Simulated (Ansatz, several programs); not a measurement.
Zincblende NaI, relaxed with PBE in Ansatz (plane waves, PAW): space group F-43m (No. 216), cubic; conventional cell a = 7.162 Å, 45.92 Å³ an atom. Na has 4 I at 3.10 Å; I has 4 Na at 3.10 Å. The cell was then scaled with its shape and fractional coordinates held. The structure was generated, not taken from experiment, and needn't be the ground state; spin polarisation is off.

```csv
V (Å³/atom),E (meV/atom)
43.165,6.30
45.920,0.00
47.298,1.23
48.675,4.78
```

(1) Pass a cubic E = c₀ + c₁u + c₂u² + c₃u³, with u = V − 46.264 Å³, through these points.

(2) Where is the minimum, and what bulk modulus follows?

(3) Predict the energy and the pressure at the withheld volume, 44.543 Å³.

Results:

(1) c₀ = 0.06, c₁ = +0.433, c₂ = 0.700, c₃ = -0.0286 (meV and Å³).

(2) dE/du = 0 at u = -0.304, so V₀ = 45.96 Å³. B = V₀ d²E/dV² = 45.96 × (2c₂ + 6c₃u) = 45.96 × 1.453 = 67 meV/Å³, and 1 meV/Å³ is 0.16022 GPa: 11 GPa. A third-order Birch-Murnaghan fit to all five points gives 45.96 Å³ and 11 GPa.

(3) With u = -1.721: E ≈ 1.53 meV and P = −dE/dV ≈ +0.36 GPa. The run gives 1.53 meV and, from its stress, +0.36 GPa.
